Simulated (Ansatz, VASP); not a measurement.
Given: the input of a run of VASP 6.6.1 on NaI. 

INCAR

```
PREC = Accurate ; ENCUT = 600
EDIFF = 1E-7 ; ISMEAR = -1
SIGMA = 0.05 ; LREAL = False
LASPH = True ; NELM = 60
ALGO = Fast ; ISIF = 3
LWAVE = False ; LCHARG = False
GGA = PS ; IBRION = 2
NSW = 40 ; EDIFFG = -0.02
```

The input KPOINTS:

```
Automatic mesh
0
Gamma
  7 7 7
```

POSCAR

```
NaI
1.0
    0.0000000000      3.2364000000      3.2364000000
    3.2364000000      0.0000000000      3.2364000000
    3.2364000000      3.2364000000      0.0000000000
I Na
1 1
Direct
    0.5000000000      0.5000000000      0.5000000000
    0.0000000000      0.0000000000      0.0000000000
```

Potentials or basis: VASP PAW PBE potentials, release 64 (I, Na_pv).

Run with:

```sh
$ cat potpaw_PBE.64/I/POTCAR potpaw_PBE.64/Na_pv/POTCAR > POTCAR
$ mpirun -np 1 vasp_std > vasp.out
```

Question: Set up the same calculation for Ansatz 0.2.0. Potentials or basis there: Ansatz PAW, cutoff 420 eV.

Answer: As run (cutoffs and basis follow the program's own potentials, and thresholds, step limits or extra output files can differ):

File input.yaml:

```yaml
crystal:
  lattice:
    - [0.0, 3.2364, 3.2364]
    - [3.2364, 0.0, 3.2364]
    - [3.2364, 3.2364, 0.0]
  atoms:
    - { symbol: I, position: [0.5, 0.5, 0.5] }
    - { symbol: Na, position: [0.0, 0.0, 0.0] }
hamiltonian:
  xc: pbesol
  pseudopotentials: { kind: paw }
kpoints:
  mp_grid: { grid: [7, 7, 7] }
scf:
  occupations: { method: fermi_dirac, width: 0.05 }
output:
  forces: true
  stress: true
  eigenvalues: true
  write_density: true
  write_potential: true
  elf: true
  volumetric_format: npy
relax:
  f_tol: 0.01
  max_steps: 40
  cell: { stress_tol: 0.05 }
```

Potentials or basis: Ansatz PAW.

Launch:

```bash
$ ansatz run input.yaml --threads 1 --pin off --max-ram 3584MiB --backend cpu --events-out ev --progress --plain --runs-dir out
```

Both were run:

|  | VASP | Ansatz |
| --- | --- | --- |
| Relaxed volume | 32.90 Å³/atom | 32.78 Å³/atom |
| Relaxed cell | a = 4.532 Å, b = 4.532 Å, c = 4.532 Å, α = 60.00°, β = 60.00°, γ = 60.00° | a = 4.526 Å, b = 4.526 Å, c = 4.526 Å, α = 60.00°, β = 60.00°, γ = 60.00° |
| Space group after relaxing | Fm-3m (No. 225) | Fm-3m (No. 225) |
| Pressure after relaxing | 0.0 GPa | 0.0 GPa |

Ansatz's pressure holds a Pulay term of +0.01 GPa for its cutoff of 420 eV, which the other run lacks.

The potentials hold 14 and 26 valence electrons a cell.

VASP's potentials were made for PBE. Ansatz's potentials were made for PBE.

Where Ansatz's input types no cutoff or centring, it takes its own default and a Γ-centred mesh.

Pressure is positive in compression.
